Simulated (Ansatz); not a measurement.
**Bands of ZnCu**

```yaml
crystal:
  lattice:
    - [2.94500, 0.00000, 0.00000]
    - [0.00000, 2.94500, 0.00000]
    - [0.00000, 0.00000, 2.94500]
  atoms:
    - { symbol: Zn, position: [0.50000, 0.50000, 0.50000] }
    - { symbol: Cu, position: [0.00000, 0.00000, 0.00000] }
```

Atoms are numbered in the order listed.

The cell is COD entry 9008814, as deposited and not checked against the literature; nothing was relaxed.

Method: Ansatz 0.2.0, DFT, PBE, all-electron LAPW, scalar-relativistic.

Sampling and basis: a Γ-centred 14×14×14 k mesh, Fermi–Dirac smearing of 0.05 eV, basis error target 0.5 meV/atom, no spin polarisation.

Points in fractions of the reciprocal vectors of this cell: Γ (0, 0, 0), X (0, 0.5, 0), M (0.5, 0.5, 0), R (0.5, 0.5, 0.5). The path joins them by straight lines in the order Γ–X–M–Γ–R–X–R–M; legs that retrace an earlier one aren't tabulated. Energies are in eV from the Fermi level.

Task: Metal or insulator at this level of theory?

Result: No gap opens: metallic or semimetallic.

Task: Tabulate bands 15 to 22, counted from the lowest band of the run, along the path.

Result: 
| k (1/Å) | point | band 15 | band 16 | band 17 | band 18 | band 19 | band 20 | band 21 | band 22 |
| --- | --- | --- | --- | --- | --- | --- | --- | --- | --- |
| 0.00 | Γ | -3.57 | -3.57 | -2.72 | -2.72 | -2.72 | 6.17 | 6.17 | 6.17 |
| 0.15 |  | -3.58 | -3.56 | -2.75 | -2.75 | -2.72 | 5.29 | 6.31 | 6.31 |
| 0.30 |  | -3.59 | -3.54 | -2.83 | -2.83 | -2.73 | 3.58 | 6.73 | 6.73 |
| 0.46 |  | -3.62 | -3.54 | -2.95 | -2.95 | -2.75 | 1.78 | 7.39 | 7.39 |
| 0.61 |  | -3.64 | -3.61 | -3.07 | -3.07 | -2.76 | 0.14 | 8.27 | 8.27 |
| 0.76 |  | -3.90 | -3.67 | -3.18 | -3.18 | -2.78 | -1.13 | 9.33 | 9.33 |
| 0.91 |  | -4.56 | -3.69 | -3.25 | -3.25 | -2.79 | -1.81 | 10.56 | 10.56 |
| 1.07 | X | -5.17 | -3.69 | -3.27 | -3.27 | -2.79 | -2.00 | 11.68 | 11.68 |
| 1.22 |  | -5.17 | -3.67 | -3.25 | -3.24 | -2.80 | -1.99 | 10.23 | 10.88 |
| 1.37 |  | -5.15 | -3.59 | -3.19 | -3.13 | -2.81 | -1.98 | 8.24 | 8.87 |
| 1.52 |  | -5.08 | -3.47 | -3.11 | -2.96 | -2.82 | -1.96 | 6.36 | 6.93 |
| 1.68 |  | -4.43 | -3.33 | -3.02 | -2.84 | -2.72 | -1.93 | 4.66 | 5.17 |
| 1.83 |  | -3.80 | -3.13 | -2.94 | -2.85 | -2.42 | -1.91 | 3.22 | 3.65 |
| 1.98 |  | -3.45 | -2.88 | -2.86 | -2.74 | -2.09 | -1.91 | 2.17 | 2.52 |
| 2.13 | M | -3.37 | -2.87 | -2.87 | -2.48 | -1.93 | -1.93 | 1.76 | 2.06 |
| 2.35 |  | -3.52 | -2.90 | -2.86 | -2.80 | -2.66 | -1.39 | 1.95 | 3.34 |
| 2.56 |  | -3.79 | -3.13 | -3.12 | -2.98 | -2.84 | -0.41 | 2.17 | 6.07 |
| 2.78 |  | -3.70 | -3.32 | -3.26 | -3.03 | -2.82 | 0.81 | 2.58 | 9.31 |
| 3.00 |  | -3.59 | -3.45 | -3.18 | -3.01 | -2.78 | 2.24 | 3.27 | 8.46 |
| 3.21 |  | -3.58 | -3.52 | -2.96 | -2.90 | -2.75 | 3.81 | 4.29 | 7.25 |
| 3.43 |  | -3.57 | -3.56 | -2.78 | -2.77 | -2.72 | 5.35 | 5.49 | 6.45 |
| 3.64 | Γ | -3.57 | -3.57 | -2.72 | -2.72 | -2.72 | 6.17 | 6.17 | 6.17 |
| 3.91 |  | -3.56 | -3.56 | -2.83 | -2.76 | -2.76 | 5.48 | 5.48 | 5.68 |
| 4.17 |  | -3.52 | -3.52 | -3.04 | -2.88 | -2.88 | 4.30 | 4.30 | 4.87 |
| 4.43 |  | -3.45 | -3.45 | -3.07 | -3.03 | -3.03 | 3.33 | 3.33 | 4.27 |
| 4.70 |  | -3.58 | -3.58 | -2.98 | -2.98 | -2.65 | 2.79 | 2.79 | 3.93 |
| 4.96 |  | -3.89 | -3.89 | -2.74 | -2.74 | -1.31 | 2.76 | 2.76 | 3.80 |
| 5.23 |  | -4.18 | -4.18 | -2.53 | -2.53 | 1.17 | 3.30 | 3.30 | 3.85 |
| 5.49 | R | -4.30 | -4.30 | -2.46 | -2.46 | 3.83 | 4.29 | 4.29 | 4.29 |
| 5.71 |  | -4.24 | -4.21 | -2.53 | -2.49 | 2.16 | 2.28 | 4.18 | 4.52 |
| 5.92 |  | -4.10 | -4.00 | -2.73 | -2.58 | 0.40 | 0.41 | 4.76 | 5.12 |
| 6.14 |  | -4.08 | -3.76 | -2.99 | -2.74 | -0.97 | -0.96 | 5.71 | 5.91 |
| 6.35 |  | -4.49 | -3.54 | -3.25 | -2.85 | -1.99 | -1.66 | 6.99 | 7.03 |
| 6.57 |  | -5.12 | -3.48 | -3.39 | -2.83 | -2.70 | -1.91 | 8.49 | 8.58 |
| 6.78 |  | -5.16 | -3.64 | -3.30 | -3.13 | -2.80 | -1.98 | 10.23 | 10.39 |
| 7.00 | X | -5.17 | -3.69 | -3.27 | -3.27 | -2.79 | -2.00 | 11.68 | 11.68 |
| 8.51 | R | -4.30 | -4.30 | -2.46 | -2.46 | 3.83 | 4.29 | 4.29 | 4.29 |
| 8.66 |  | -4.26 | -4.26 | -2.51 | -2.46 | 3.10 | 3.10 | 3.28 | 3.88 |
| 8.81 |  | -4.16 | -4.16 | -2.65 | -2.46 | 1.92 | 1.92 | 2.71 | 3.26 |
| 8.96 |  | -4.00 | -4.00 | -2.84 | -2.47 | 0.85 | 0.85 | 2.31 | 2.77 |
| 9.12 |  | -3.76 | -3.76 | -3.04 | -2.47 | -0.10 | -0.10 | 2.04 | 2.43 |
| 9.27 |  | -3.45 | -3.45 | -3.22 | -2.47 | -0.93 | -0.93 | 1.88 | 2.22 |
| 9.42 |  | -3.33 | -3.09 | -3.09 | -2.48 | -1.60 | -1.60 | 1.79 | 2.10 |
| 9.57 | M | -3.37 | -2.87 | -2.87 | -2.48 | -1.93 | -1.93 | 1.76 | 2.06 |
